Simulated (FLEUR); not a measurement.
# WS2 (R3m) in FLEUR: a series of runs

The runs below take WS2 through equation of state, with PBEsol.

Program: FLEUR MaX-R8.1 (later development tree). These are calculated values, not measurements. Logs are shortened: lines on timing, memory, paths and dates and some standing lists are left out, and cuts for length are marked.

**1. The undisturbed crystal**

The structure is trigonal, space group R3m (No. 160). Conventional cell: a = 3.158 Å, b = 3.158 Å, c = 18.490 Å, α = 90.00°, β = 90.00°, γ = 120.00°. W (site symmetry 3m) is surrounded by 6 S at 2.39 to 2.42 Å. S (site symmetry 3m) has 3 W at 2.42 Å as nearest neighbours. S (site symmetry 3m) has 3 W at 2.39 Å as nearest neighbours.

Measurements of this composition are mostly on another form, of space group No. 194.

**2. Equation of state, PBEsol, 16.68 Å³/atom (volume scaled by 0.94)**

The input, inp.xml:

```xml
<?xml version="1.0" encoding="UTF-8" standalone="no"?>
<fleurInput fleurInputVersion="0.39">
   <comment>
      WS2                                                                                                 
   </comment>
   <calculationSetup>
      <cutoffs Kmax="5.8" Gmax="18.0" GmaxXC="18.0" numbands="0"/>
      <scfLoop itmax="60" minDistance="0.00001" maxIterBroyd="15" imix="Anderson" alpha="0.05" precondParam="0.0" spinf="2.0" sdNocoIR="T"/>
      <coreElectrons ctail="T" frcor="F" kcrel="0" coretail_lmax="0"/>
      <xcFunctional name="PBEs" relativisticCorrections="F"/>
      <magnetism jspins="1"/>
      <soc l_soc="F" theta="0.0" phi="0.0" spav="F"/>
      <expertModes spex="0" secvar="F"/>
      <geometryOptimization l_f="F" forcealpha="1.0" forcemix="BFGS" epsdisp="0.0005" epsforce="0.0002"/>
      <ldaU l_linMix="F" mixParam="0.05" spinf="1.0"/>
   </calculationSetup>
   <cell>
      <bzIntegration valenceElectrons="40.0" mode="hist" fermiSmearingEnergy="0.00183747">
         <kPointListSelection listName="default-1"/>
         <!-- k-points included here -->
         <xi:include xmlns:xi="http://www.w3.org/2001/XInclude" href="kpts.xml"> </xi:include>
      </bzIntegration>
      <!-- symmetry operations included here -->
      <xi:include xmlns:xi="http://www.w3.org/2001/XInclude" href="sym.xml"> </xi:include>
      <bulkLattice scale="0.9795861087">
         <bravaisMatrix>
            <row-1>    2.9838775507433999     1.7227425072442775    11.6470120145550080</row-1>
            <row-2>   -2.9838775507433999     1.7227425072442775    11.6470120145550080</row-2>
            <row-3>    0.0000000000000000    -3.4454850142995821    11.6470120145550080</row-3>
         </bravaisMatrix>
      </bulkLattice>
   </cell>
   <atomSpecies>
      <species name="Tungsten (W)" element="W" atomicNumber="74">
         <mtSphere radius="2.33" gridPoints="807" logIncrement="0.016"/>
         <atomicCutoffs lmax="10" lnonsphr="10"/>
         <electronConfig flipSpins="F">
            <coreConfig>(1s1/2) (2s1/2) (2p1/2) (2p3/2) (3s1/2) (3p1/2) (3p3/2) (4s1/2) (3d3/2) (3d5/2) (4p1/2) (4p3/2) (4d3/2) (4d5/2)</coreConfig>
            <valenceConfig>(5s1/2) (5p1/2) (5p3/2) (6s1/2) (4f5/2) (4f7/2) (5d3/2) (5d5/2)</valenceConfig>
            <stateOccupation state="(5d3/2)" spinUp="0.800000" spinDown="0.800000"/>
            <stateOccupation state="(5d5/2)" spinUp="1.200000" spinDown="1.200000"/>
         </electronConfig>
         <energyParameters s="6" p="6" d="5" f="4"/>
         <lo type="SCLO" l="0" n="5" eDeriv="0"/>
         <lo type="SCLO" l="1" n="5" eDeriv="0"/>
         <lo type="SCLO" l="2" n="5" eDeriv="2"/>
         <lo type="SCLO" l="3" n="4" eDeriv="2"/>
      </species>
      <species name="Sulfur (S)" element="S" atomicNumber="16">
         <mtSphere radius="1.69" gridPoints="575" logIncrement="0.02"/>
         <atomicCutoffs lmax="8" lnonsphr="8"/>
         <electronConfig flipSpins="F">
            <coreConfig>(1s1/2) (2s1/2) (2p1/2) (2p3/2)</coreConfig>
            <valenceConfig>(3s1/2) (3p1/2) (3p3/2)</valenceConfig>
            <stateOccupation state="(3p1/2)" spinUp="0.666667" spinDown="0.666667"/>
            <stateOccupation state="(3p3/2)" spinUp="1.333333" spinDown="1.333333"/>
         </electronConfig>
         <energyParameters s="3" p="3" d="3" f="4"/>
         <lo type="SCLO" l="0" n="3" eDeriv="2"/>
         <lo type="SCLO" l="1" n="3" eDeriv="2"/>
         <lo type="SCLO" l="2" n="3" eDeriv="2"/>
         <lo type="SCLO" l="3" n="4" eDeriv="2"/>
      </species>
   </atomSpecies>
   <atomGroups>
      <atomGroup species="Tungsten (W)">
         <relPos label="                   1">.0000000000 .0000000000 .0000000000</relPos>
         <force calculate="T" relaxXYZ="TTT"/>
      </atomGroup>
      <atomGroup species="Sulfur (S)">
         <relPos label="                   2">-.4190000000 -.4190000000 -.4190000000</relPos>
         <force calculate="T" relaxXYZ="TTT"/>
      </atomGroup>
      <atomGroup species="Sulfur (S)">
         <relPos label="                   3">-.2497000000 -.2497000000 -.2497000000</relPos>
         <force calculate="T" relaxXYZ="TTT"/>
      </atomGroup>
   </atomGroups>
   <output dos="F" band="F" slice="F">
      <checks vchk="F" cdinf="F"/>
      <bandDOS minEnergy="-.5*Htr" maxEnergy="0.5*Htr" sigma="0.015" storeEVData="T"/>
      <vacuumDOS vacdos="F" integ="F" star="F" nstars="0" locx1="0.0" locy1="0.0" locx2="0.0" locy2="0.0" nstm="0" tworkf="0.0"/>
      <unfoldingBand unfoldBand="F" supercellX="1" supercellY="1" supercellZ="1"/>
      <plotting iplot="0" polar="F">
         <plot TwoD="T" vec1="  1.0  0.0  0.0" vec2="  0.0  1.0  0.0" vec3="  0.0  0.0  1.0" zero="  0.0  0.0  0.0" file="plot"/>
      </plotting>
      <chargeDensitySlicing numkpt="0" minEigenval="0.0" maxEigenval="0.0" nnne="0" pallst="F"/>
      <specialOutput eonly="F"/>
      <moessbauerParams electricFieldGradient="T" isomerShift="T" coreHyperfine="T" valenceHyperfine="T"/>
      <magneticCircularDichroism mcd="F" energyLo="-10.0" energyUp="0.0"/>
   </output>
  <!-- We include the file relax.xml here to enable relaxations (see documentation) -->
  <xi:include xmlns:xi="http://www.w3.org/2001/XInclude" href="relax.xml"> <xi:fallback/> </xi:include>
</fleurInput>
```

Potentials or basis: all-electron, FLAPW.

Started as:

```console
inpgen -f crystal.txt -profile fastHighL
# inp.xml edited to the form shown
mpirun -n 4 fleur_MPI -pe_per_kpt 1
```

The program printed:

```text
Welcome to FLEUR        (www.flapw.de)
      MaX-Release 8.1          (www.max-centre.eu)

 ========== k-point set info ==========
 Selected k-point list: default-1
 k-point list type: mesh
 10 x 10 x 10
 Number of k points: 116

 ------------Calculation Setup---------------------------
 Number of MPI-tasks      :            4
 Number of PE/node        :            4
 Number of OMP-threads    :            1
 Using exactly            1  PE per kpt
 k-points in parallel     :            4
 pe's per k-point         :            1
 No of k-point loops      :           29
 Using exactly            1  PE per kpt
 Using exactly            1  PE per kpt
 Using exactly            1  PE per kpt
 Eigenvalue solver        :       lapack
 Number of basis functions:         1251
 Approximate size of matrices (H+S) per k-point:         0.047 GB
 --------------------------------------------------------
 Iteration:     1   Distance:      10.78635753 me/bohr^3
 Iteration:     2   Distance:       9.87423260 me/bohr^3
 Iteration:     3   Distance:       4.26877673 me/bohr^3
 Iteration:     4   Distance:       2.43531339 me/bohr^3
 Iteration:     5   Distance:       2.19158386 me/bohr^3
 Iteration:     6   Distance:       0.93570308 me/bohr^3
 Iteration:     7   Distance:       0.21854334 me/bohr^3
 Iteration:     8   Distance:       0.19935334 me/bohr^3
 Iteration:     9   Distance:       0.10487678 me/bohr^3
 Iteration:    10   Distance:       0.02889655 me/bohr^3
 Iteration:    11   Distance:       0.01627507 me/bohr^3
 Iteration:    12   Distance:       0.00193727 me/bohr^3
 Iteration:    13   Distance:       0.00173854 me/bohr^3
 Iteration:    14   Distance:       0.00046223 me/bohr^3
 Iteration:    15   Distance:       0.00008078 me/bohr^3
 Iteration:    16   Distance:       0.00007539 me/bohr^3
 Iteration:    17   Distance:       0.00004202 me/bohr^3
 Iteration:    18   Distance:       0.00001592 me/bohr^3
 Iteration:    19   Distance:       0.00000757 me/bohr^3

 ********************************************************************
 Run finished successfully
 Stop message:
   all done
 ********************************************************************
```

Wall time 14 min (4 MPI ranks of Intel Xeon Platinum 8259CL at 2.50GHz (Skylake/Cascade Lake), shared host).

What came out:

* Free energy: -461467.9499 eV
* Band gap on the k mesh: 0.94 eV, indirect (least direct gap 2.37 eV)
* Valence electrons inside the program's atomic spheres: W 25.57; S 2.83, 2.85 (radii W 2.33, S 1.69 bohr)

Caveat: core charge leaks out of the spheres, which shifts energies; spin-orbit coupling is left out, which moves the levels of the heavy elements.

**3. Equation of state, PBEsol, 17.03 Å³/atom (volume scaled by 0.96)**

Edit inp.xml of step 2 so:

```diff
@@ -24,3 +24,3 @@
       <xi:include xmlns:xi="http://www.w3.org/2001/XInclude" href="sym.xml"> </xi:include>
-      <bulkLattice scale="0.9795861087">
+      <bulkLattice scale="0.9864848297">
          <bravaisMatrix>
```

Potentials or basis: all-electron, FLAPW.

Started as:

```console
inpgen -f crystal.txt -profile fastHighL
# inp.xml edited to the form shown
mpirun -n 4 fleur_MPI -pe_per_kpt 1
```

Wall time 15 min (4 MPI ranks of Intel Xeon Platinum 8259CL at 2.50GHz (Skylake/Cascade Lake), shared host).

It converged, with:

```
Free energy                                           : -461468.0100 eV
Band gap on the k mesh                                : 0.97 eV, indirect (least direct gap 2.35 eV)
Valence electrons inside the program's atomic spheres : W 25.52; S 2.82, 2.83 (radii W 2.33, S 1.69 bohr)
```

Caveat: core charge leaks out of the spheres, which shifts energies; spin-orbit coupling is left out, which moves the levels of the heavy elements.

**4. Equation of state, PBEsol, 17.39 Å³/atom (volume scaled by 0.98)**

Edit inp.xml of step 3 so:

```diff
@@ -24,3 +24,3 @@
       <xi:include xmlns:xi="http://www.w3.org/2001/XInclude" href="sym.xml"> </xi:include>
-      <bulkLattice scale="0.9864848297">
+      <bulkLattice scale="0.9932883884">
          <bravaisMatrix>
```

Started as:

```console
inpgen -f crystal.txt -profile fastHighL
# inp.xml edited to the form shown
mpirun -n 4 fleur_MPI -pe_per_kpt 1
```

Run time: 15 min. Hardware: 4 MPI ranks of Intel Xeon Platinum 8259CL at 2.50GHz (Skylake/Cascade Lake), shared host.

The run converged. Its results:

```yaml
Free_energy: -461468.0427 eV
Band_gap_on_the_k_mesh: 0.99 eV, indirect (least direct gap 2.29 eV)
Valence_electrons_inside_the_program's_atomic_spheres: W 25.47; S 2.81, 2.82 (radii W 2.33, S 1.69 bohr)
```

Caveat: core charge leaks out of the spheres, which shifts energies; spin-orbit coupling is left out, which moves the levels of the heavy elements.
